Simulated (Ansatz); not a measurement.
# BeS (rocksalt type): how the settings move a single-point run

Aim: see which settings change the result for BeS (rocksalt type), by how much, and at what cost.

Computed with Ansatz 0.2.0 (reference: DFT, PBE, PAW with Ansatz's default frozen-core files, scalar-relativistic, unless a step's input says otherwise).

## Step 1: The starting structure

It takes space group Fm-3m (No. 225, cubic). Conventional cell: a = 4.550 Å, b = 4.550 Å, c = 4.550 Å, α = 90.00°, β = 90.00°, γ = 90.00°. Around Be (site symmetry m-3m) lie 6 S at 2.28 Å. S (site symmetry m-3m) has 6 Be at 2.28 Å as nearest neighbours.

Coordinates:

```cif
data_structure
_symmetry_space_group_name_H-M 'Fm-3m'
_symmetry_Int_Tables_number 225
_cell_length_a 4.5505
_cell_length_b 4.5505
_cell_length_c 4.5505
_cell_angle_alpha 90.000
_cell_angle_beta 90.000
_cell_angle_gamma 90.000
_cell_volume 94.22
loop_
_atom_site_label
_atom_site_type_symbol
_atom_site_symmetry_multiplicity
_atom_site_Wyckoff_symbol
_atom_site_fract_x
_atom_site_fract_y
_atom_site_fract_z
_atom_site_occupancy
Be1 Be 4 a 0.00000 0.00000 0.00000 1
S1 S 4 b 0.50000 0.00000 0.00000 1
```

## Step 2: Baseline

input.yaml

```yaml
crystal:
  lattice:
    - [0.0, 2.2752257404, 2.2752257404]
    - [2.2752257404, 0.0, 2.2752257404]
    - [2.2752257404, 2.2752257404, 0.0]
  atoms:
    - { symbol: Be, position: [0.0, 0.0, 0.0] }
    - { symbol: S, position: [0.5, 0.5, 0.5] }
kpoints:
  mp_grid: { grid: [13, 13, 13] }
scf:
  occupations: { method: fermi_dirac, width: 0.08 }
hamiltonian:
  xc: pbe
  pseudopotentials: { kind: paw }
output:
  forces: true
  stress: true
  eigenvalues: true
  efg: { contact_densities: true }
```

Launch:

```sh
ansatz run input.yaml --threads 1 --pin off --max-ram 2048MiB --backend cpu --events-out ev --progress --plain --runs-dir out
```

## Step 3: Changed: mp_grid.shift [0.5, 0.5, 0.5], dr2_threshold 1.0e-11

Changes to input.yaml since step 2:

```diff
@@ -9,5 +9,6 @@
 kpoints:
-  mp_grid: { grid: [13, 13, 13] }
+  mp_grid: { grid: [13, 13, 13], shift: [0.5, 0.5, 0.5] }
 scf:
   occupations: { method: fermi_dirac, width: 0.08 }
+  convergence: { dr2_threshold: 1.0e-11 }
 hamiltonian:
@@ -20 +21,5 @@
   efg: { contact_densities: true }
+  write_density: true
+  write_potential: true
+  elf: true
+  volumetric_format: npy
```

## Step 4: Changed: eigensolver.kind davidson, accuracy high, basis.precision f64

Changes to input.yaml since step 2:

```diff
@@ -12,2 +12,3 @@
   occupations: { method: fermi_dirac, width: 0.08 }
+  eigensolver: { kind: davidson }
 hamiltonian:
@@ -20 +21,4 @@
   efg: { contact_densities: true }
+accuracy: high
+basis:
+  precision: f64
```

Q: Predict the outcome of this session. Wanted: for each run, ending; energy change; pressure; gap; force.

As calculated:

```
                                                             run     ending  energy change  pressure (GPa)  gap (eV)  force (eV/Å)  cycles   time
                                                       reference  converged              0             6.1      1.03          0.00       6  2.2 s
         1: mp_grid.shift [0.5, 0.5, 0.5], dr2_threshold 1.0e-11  converged   0.0 meV/atom             6.1      1.09          0.00       8  5.1 s
2: eigensolver.kind davidson, accuracy high, basis.precision f64  converged   0.0 meV/atom             6.1      1.03          0.00       7  2.7 s
```

Times don't compare one to one where runs were asked for different outputs or read a saved state (see the inputs); cycles may leave out searches for a lower state.

Residual by cycle in the longest SCF loop of each run; runs are numbered as in the table. The quantity is the density residual dr2, in eV.

```
cycle  reference    run 1    run 2
    1     4.9e-4   4.9e-4   3.3e-4
    2     5.8e-5   5.8e-5   2.9e-5
    3     9.0e-6   9.1e-6   4.3e-6
    4     3.7e-7   3.9e-7   4.5e-8
    5    6.5e-10  6.2e-10   7.6e-9
    6    1.8e-10  1.9e-10  3.9e-10
    7          -  1.9e-11  3.8e-12
    8          -  5.1e-13        -
```

**Reading.** Of the converged runs whose energies compare with the reference's, none moves it noticeably. The gap spans 1.03 to 1.09 eV over the reference and the converged variants (gaps read on unlike meshes, which can miss the band edges).
